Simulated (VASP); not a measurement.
Input of a VASP 6.6.1 run:

The input POSCAR:

```
BaS
1.0
    0.0000000000      3.1937500000      3.1937500000
    3.1937500000      0.0000000000      3.1937500000
    3.1937500000      3.1937500000      0.0000000000
Ba S
1 1
Direct
    0.0000000000      0.0000000000      0.0000000000
    0.5000000000      0.5000000000      0.5000000000
```

Contents of INCAR.step1:

```
SYSTEM = BaS
PREC = Accurate
ENCUT = 500
EDIFF = 1E-8
ISMEAR = 0
SIGMA = 0.01
LREAL = .FALSE.
LASPH = .TRUE.
NELM = 100
ALGO = Normal
LWAVE = .TRUE.
LCHARG = .FALSE.
GGA = PE
KPAR = 4
```

The input INCAR.step2:

```
SYSTEM = BaS
PREC = Accurate
ENCUT = 500
EDIFF = 1E-8
ISMEAR = 0
SIGMA = 0.01
LREAL = .FALSE.
LASPH = .TRUE.
NELM = 1
ALGO = Exact
LWAVE = .TRUE.
LCHARG = .FALSE.
GGA = PE
NBANDS = 279
LOPTICS = .TRUE.
ISTART = 1
KPAR = 4
```

The input INCAR.step3:

```
SYSTEM = BaS
PREC = Accurate
ENCUT = 500
EDIFF = 1E-8
ISMEAR = 0
SIGMA = 0.01
LREAL = .FALSE.
LASPH = .TRUE.
ALGO = EVGW0
LWAVE = .FALSE.
LCHARG = .FALSE.
GGA = PE
NELMGW = 4
NBANDS = 279
ENCUTGW = 150
NOMEGA = 50
PRECFOCK = Fast
ISTART = 1
NBANDSGW = 16
KPAR = 4
```

KPOINTS

```
regular mesh
0
G
  4 4 4
  0 0 0
```

Potentials or basis: VASP PAW PBE potentials, release 64 (Ba_sv_GW, S_GW).

The run is started by

```sh
$ cat potpaw_PBE.64/Ba_sv_GW/POTCAR potpaw_PBE.64/S_GW/POTCAR > POTCAR
$ cp INCAR.step1 INCAR
$ mpirun -np 4 vasp_std > vasp.out
$ cp INCAR.step2 INCAR
$ mpirun -np 4 vasp_std > vasp.out
$ cp INCAR.step3 INCAR
$ mpirun -np 4 vasp_std > vasp.out
```

**Question.** Predict the quasiparticle gap.

**Answer.** 3.77 eV.

**Question.** Predict the least direct quasiparticle gap.

**Answer.** 3.91 eV.

**Question.** What does it give for the band gap on the k mesh, mean-field level?

**Answer.** 2.20 eV, indirect (least direct gap 2.31 eV).

Quasiparticle gap after each update of the energies (eV): 3.47, 3.72, 3.76, 3.77

Caveat: the k mesh is coarse (spacing up to 0.43 Å⁻¹), so the values aren't converged; bands, screening cutoff and mesh are small and nothing is extrapolated, so the quasiparticle values aren't converged; spin-orbit coupling is left out, which moves the levels of the heavy elements. A k mesh can miss the band edges.
